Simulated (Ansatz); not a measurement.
**ZnCu (Pm-3m): equation of state**

How stiff is ZnCu (Pm-3m)? Energies and pressures are computed at volumes on both sides of the relaxed cell and fitted.

Computed with Ansatz 0.2.0 (DFT PBE, scalar-relativistic, plane waves, PAW, unless a step's input says otherwise).

1 further run of the same task is left out (it didn't finish).

### Step 1. The starting structure

Symmetry: Pm-3m, No. 221, cubic system. The conventional cell has a = 2.965 Å, b = 2.965 Å, c = 2.965 Å, α = 90.00°, β = 90.00°, γ = 90.00°. Around Zn (site symmetry m-3m) lie 8 Cu at 2.57 Å. Around Cu (site symmetry m-3m) lie 8 Zn at 2.57 Å.

As a file:

```
Zn Cu
1.0
     2.96523    0.00000    0.00000
     0.00000    2.96523    0.00000
     0.00000    0.00000    2.96523
Zn Cu
1 1
Direct
  0.50000 0.50000 0.50000
  0.00000 0.00000 0.00000
```

This cell comes from an earlier session at PBE: 13.036 Å³/atom at 0.00 GPa, on a 12×12×12 mesh.

Volume factors to run: 0.980, 1.020, 0.960, 1.040, 1.070, 1.100, 0.945.

### Step 2. Volume × 0.980

input.yaml reads:

```yaml
crystal:
  lattice:
    - [2.945324534, 0.0, 0.0]
    - [0.0, 2.945324534, 0.0]
    - [0.0, 0.0, 2.945324534]
  atoms:
    - { symbol: Zn, position: [0.5, 0.5, 0.5] }
    - { symbol: Cu, position: [0.0, 0.0, 0.0] }
basis:
  ecutwfc: 420
  ecutrho_ratio: 4
kpoints:
  mp_grid: { grid: [12, 12, 12] }
hamiltonian:
  xc: pbe
scf:
  occupations: { method: gaussian, width: 0.05 }
output:
  forces: true
  stress: true
  eigenvalues: true
```

Run with:

```sh
ansatz run input.yaml --threads 4 --pin off --max-ram 7168MiB --backend cpu --events-out ev --progress --plain --runs-dir out
```

The runs that follow: Volume × 1.020; Scaling the volume by 0.960; At 1.040 of the relaxed volume; At 1.070 of the relaxed volume; Scaling the volume by 1.100; At 0.945 of the relaxed volume.

What does the calculation give? Wanted: V0; B0; B0′; scatter of the fit.

The runs gave:

| quantity | value |
| --- | --- |
| V0 | 13.035 Å³/atom |
| B0 | 114 GPa |
| B0′ | 5.1 |
| scatter of the fit | 0.012 meV/atom |

What this shows: A third-order Birch–Murnaghan fit puts the minimum at 13.03 Å³/atom with a bulk modulus of 114 GPa. One per cent of compression takes about 1.1 GPa. These are values at 0 K without zero-point motion.
